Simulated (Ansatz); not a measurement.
## TiPt₃: strain energy, fitted

TiPt₃, Pm-3m, a = 3.899 Å. The structure is a COD entry; whether it is the stable form wasn't checked. Ansatz: PBEsol, PAW, 420 eV, Γ-centred 14×14×14 mesh on 4 atoms, Gaussian smearing 0.10 eV; no spin polarisation. Series: biaxial strain in the a-b plane, c and atoms relaxed; x is the strain in per cent. y is the free energy over the unstrained cell, V0 = 14.822 Å³/atom.

| x (%) | y (meV/atom) |
| --- | --- |
| -4.5 | 85.15 |
| -3.0 | 35.17 |
| -1.5 | ? |
| 0.0 | 0.00 |
| 1.5 | 7.28 |
| 3.0 | 27.65 |
| 4.5 | 58.50 |

Question: Fit y = c2 x² + c3 x³ to the other rows, turn c2 into a modulus, and predict the missing energy.

Answer: Least squares on the rows shown. y = 3.5371 x² − 0.14570 x³. In eV per unit strain² c2 is 35.37; M is the biaxial modulus (E = M V0 ε²): 35.37 × 160.2 / (14.822) = 382 GPa. At x = -1.5 the fit asked for gives 8.45 meV/atom. The run gave 8.25 meV/atom, so the fit is 0.20 meV/atom too high, within the rms miss on the fitted rows (0.33 meV/atom).

Spin–orbit coupling is left out, which can shift energies with elements as heavy as these.